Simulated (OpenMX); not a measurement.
The system is Ni.

```
CELL_PARAMETERS angstrom
-1.38372 1.38372 1.38372
1.38372 -1.38372 1.38372
1.38372 1.38372 -1.38372
ATOMIC_POSITIONS crystal
Ni 0.00000 0.00000 0.00000
```

This isn't the form of Ni at room conditions, which is fcc.

```yaml
Program: OpenMX 3.8.5
Task: single point
Functional: PBE
Potentials_or_basis: OpenMX 2013 PBE set, Ni6.0H-s3p2d2, grid cutoff 500 Ry
k_mesh: 13 × 13 × 13
Occupations: fermi-dirac, width 0.05 eV
Spin: collinear spin, ferromagnetic start
Starting_moments: "[1.0] μB"
```

On this cell: pressure 16.6 GPa; net moment 0.57 μB per cell; site moments Ni +0.57 μB; band gap on the k mesh none (metal or under the smearing width).

The same run follows on a disturbed copy (cell strained at random at fixed volume):

```xyz
1
Lattice="-1.3885 1.3631 1.4318 1.3311 -1.3624 1.3736 1.4153 1.3892 -1.4311" Properties=species:S:1:pos:R:3 pbc="T T T"
Ni   -0.0296   -0.0238   -0.0336
```

Problem. What does the disturbed cell give?

Solution. The energy (extrapolated to zero smearing) moves by +4.4 meV/atom; pressure 17.1 GPa; net moment 0.56 μB per cell; site moments Ni +0.56 μB; band gap on the k mesh none (metal or under the smearing width).

Caveats: the basis of atomic orbitals isn't converged, which shifts pressures, moduli and gaps; so large a pressure means that the cell lies far from this level's equilibrium, or that cutoff or potentials fall short (some runs).
